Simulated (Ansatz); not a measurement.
**NaCl (rocksalt): gap against strain (uniaxial along [111], other directions held)**

NaCl in the rocksalt structure, relaxed with r2SCAN in Ansatz 0.2.0, then strained (uniaxial along [111], other directions held; changes of length per length, axes as in the cell below) with the atoms relaxed again within the symmetry that is left. It is cubic, Fm-3m (No. 225); conventional cell a = 5.605 Å, 22.02 Å³ an atom. Around Na lie 6 Cl at 2.80 Å; around Cl lie 6 Na at 2.80 Å. The values are computed, spin-unpolarised, and not measurements.

```
Na Cl
1.0
     0.00000    2.80270    2.80270
     2.80270    0.00000    2.80270
     2.80270    2.80270    0.00000
Na Cl
1 1
Direct
  0.00000 0.00000 0.00000
  0.50000 0.50000 0.50000
```

Gaps are the least over each mesh (PBE 8×8×8, r2SCAN 8×8×8, HSE06 6×6×6 when unstrained) and the special points, which keep their unstrained names; stress is the change from the unstrained cell, compression positive.

| strain (%) | gap, PBE (eV) | gap, r2SCAN (eV) | gap, HSE06 (eV) | edges, HSE06 | stress along the strain, r2SCAN (GPa) | energy rise, r2SCAN (meV/atom) |
| --- | --- | --- | --- | --- | --- | --- |
| -2.15 | 5.209 | 6.009 | 6.593 | Γ | +1.02 | 1.6 |
| -2.0 | 5.207 | 6.007 | 6.591 | Γ | +0.94 | 1.4 |
| 0.0 | 5.180 | 5.975 | 6.559 | Γ | 0.00 | 0.0 |
| +3.0 | 5.021 | 5.807 | 6.390 | Γ | -1.32 | 2.6 |
| +4.09 | 4.963 | 5.745 | 6.328 | Γ | -1.77 | 4.9 |

Between zero and the nearest strains the slope of the HSE06 gap against strain is -0.016 eV per percent for negative and -0.056 for positive strain.

The meshes of the hybrids are coarse, so their gaps aren't converged to the digits shown.
